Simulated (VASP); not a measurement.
A run of VASP 6.6.1:

The input INCAR:

```
SYSTEM = ZnS
PREC = Accurate
ENCUT = 600
EDIFF = 1E-7
ISMEAR = 0
SIGMA = 0.05
LREAL = .False.
LASPH = .True.
NELM = 60
ALGO = Normal
ISIF = 3
LWAVE = .False.
LCHARG = .False.
METAGGA = LAK
LMIXTAU = .True.
IBRION = 2
NSW = 60
EDIFFG = -0.005
```

File KPOINTS:

```
Automatic mesh
0
Gamma
  9 9 9
  0 0 0
```

POSCAR

```
ZnS
1.0
    0.0000000000      2.7020000000      2.7020000000
    2.7020000000      0.0000000000      2.7020000000
    2.7020000000      2.7020000000      0.0000000000
Zn S
1 1
Direct
    0.7500000000      0.7500000000      0.7500000000
    0.0000000000      0.0000000000      0.0000000000
```

Potentials or basis: VASP PAW PBE potentials, release 64 (Zn, S).

The run is started by

```sh
$ cat potpaw_PBE.64/Zn/POTCAR potpaw_PBE.64/S/POTCAR > POTCAR
$ mpirun -np 1 vasp_std > vasp.out
```

Hardware: 1 thread of Intel(R) Xeon(R) 6975P-C (Granite Rapids), with other jobs on the host.

Problem. How long does it take, and how much memory?

Solution. It took 120 s on 1 thread of Intel(R) Xeon(R) 6975P-C (Granite Rapids), with other jobs on the host, peak memory 0.2 GiB. Counts: scf iterations 52, k points 35, ion steps 3.
